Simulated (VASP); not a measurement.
Write the native input for VASP 6.6.1 that does the following.

```
Task                               : band structure
Functional                         : r2SCAN0
Potentials or basis                : VASP PAW PBE potentials, release 64 (Tl_d)
Cutoff                             : 520 eV
k mesh                             : 5 × 5 × 5
Occupations                        : fermi-dirac, width 0.02 eV
Spin                               : no spin polarisation
Grid for exact exchange (PRECFOCK) : Fast
Exchange at q = 0                  : default
Further INCAR settings             : ALGO = Normal; EDIFF = 1e-07; NBANDS = 12
```

The system is Tl.

```
CELL_PARAMETERS angstrom
-1.95600 1.95600 1.95600
1.95600 -1.95600 1.95600
1.95600 1.95600 -1.95600
ATOMIC_POSITIONS crystal
Tl 0.00000 0.00000 0.00000
```

This isn't the form of Tl at room conditions, which is hcp.

The input as run:

POSCAR

```
Tl
1.0
   -1.9559951735      1.9559951735      1.9559951735
    1.9559951735     -1.9559951735      1.9559951735
    1.9559951735      1.9559951735     -1.9559951735
Tl
1
Direct
    0.0000000000      0.0000000000      0.0000000000
```

INCAR.step1

```
SYSTEM = Tl
PREC = Accurate ; ENCUT = 520
EDIFF = 1E-5 ; ISMEAR = -1
SIGMA = 0.02 ; LREAL = .False.
LASPH = .True. ; NELM = 60
ALGO = Normal ; ISIF = 2
LWAVE = .True. ; LCHARG = .False.
NBANDS = 12 ; GGA = PE
```

INCAR.step2

```
SYSTEM = Tl
PREC = Accurate ; ENCUT = 520
EDIFF = 1E-7 ; ISMEAR = -1
SIGMA = 0.02 ; LREAL = .False.
LASPH = .True. ; NELM = 60
ALGO = Normal ; ISIF = 2
LWAVE = .False. ; LCHARG = .False.
METAGGA = R2SCAN ; LHFCALC = .True.
AEXX = 0.25 ; LMIXTAU = .True.
PRECFOCK = Fast ; NBANDS = 12
ISTART = 1
```

KPOINTS

```
regular mesh
0
Gamma
  5 5 5
  0 0 0
```

KPOINTS_OPT

```
path GHNGPH,PN
10
line-mode
reciprocal
 0.0000000000  0.0000000000  0.0000000000  G
 0.5000000000 -0.5000000000  0.5000000000  H

 0.5000000000 -0.5000000000  0.5000000000  H
 0.0000000000  0.0000000000  0.5000000000  N

 0.0000000000  0.0000000000  0.5000000000  N
 0.0000000000  0.0000000000  0.0000000000  G

 0.0000000000  0.0000000000  0.0000000000  G
 0.2500000000  0.2500000000  0.2500000000  P

 0.2500000000  0.2500000000  0.2500000000  P
 0.5000000000 -0.5000000000  0.5000000000  H

 0.2500000000  0.2500000000  0.2500000000  P
 0.0000000000  0.0000000000  0.5000000000  N
```

Potentials or basis: VASP PAW PBE potentials, release 64 (Tl_d).

Launch:

```bash
$ cat potpaw_PBE.64/Tl_d/POTCAR > POTCAR
$ cp INCAR.step1 INCAR
$ mpirun -np 1 vasp_std > vasp.out
$ cp INCAR.step2 INCAR
$ mpirun -np 1 vasp_std > vasp.out
```

Results of the run:

```
Pressure : 0.6 GPa
```

Caveat: the k mesh is coarse (spacing up to 0.45 Å⁻¹), so the values aren't converged, least of all with exact exchange; an unscreened hybrid on a path of extra k points without a Coulomb cutoff has errors near the mesh points, so the bands along the path aren't reliable; the PAW data sets were made with another functional, which shifts forces and pressure a little.

Wall time 5.8 min on 1 thread of Intel(R) Xeon(R) Platinum 8488C (Sapphire Rapids) (shared host), peak memory 0.18 GiB.
